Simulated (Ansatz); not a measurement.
## Cs: do the settings matter for the field gradients?

Cell: a computed structure from the Materials Project (it need not be an observed phase), atoms as given.

```
CELL_PARAMETERS angstrom
5.51926 0.00000 0.00000
0.00000 10.05168 0.00000
0.00000 0.00000 8.98807
ATOMIC_POSITIONS crystal
Cs 0.73930 0.39474 0.75000
Cs 0.26070 0.60526 0.25000
Cs 0.73930 0.10526 0.25000
Cs 0.26070 0.89474 0.75000
```

Atom numbers follow the list; atoms alike are taken as one site, whose name carries the number of the first.

Reference run. The numbers come from a DFT calculation in Ansatz (PBE, plane waves and PAW (field gradients read without the response of the frozen cores, which leaves them typically 4 to 6 % off), scalar-relativistic, 420 eV cutoff, Γ-centred 5×3×3 k-points, Fermi–Dirac smearing 0.05 eV).

Task: The input is changed as follows: `kpoints.mp_grid.grid`: [5, 3, 3] → [2, 2, 2]; `hamiltonian.xc`: pbe → rpbe; `scf.occupations.width`: 0.05 → not typed; `scf.occupations.method`: fermi_dirac → tetrahedron. What happens to V_zz (10²¹ V/m²) and η?

Result: 

```
site  atom  V_zz reference  η reference  V_zz changed  η changed
  Cs     1          -0.083         0.28         -0.24       0.48
```

The largest change is on Cs, whose values along the first run's principal axes go from -0.083, 0.030, 0.053 to 0.063, 0.093, -0.16, with a new V_zz of -0.24 along another axis. On Cs the largest principal value lies along another axis in the second run, so the two V_zz can't be compared directly. SCF iterations: 7 and 7. New warnings: band table not solved further, tetrahedron derivatives may miss energy slope. In the changed run the k-mesh is coarser than the standard one, so its values aren't converged ones.

On the reference run: With no gap above 0.1 eV, as in a metal, the gradients converge slowly in k; expect changes of a tenth or more on a denser mesh. Without spin–orbit coupling (the program notes it for Cs) the gradients can shift somewhat, as the gap is small.
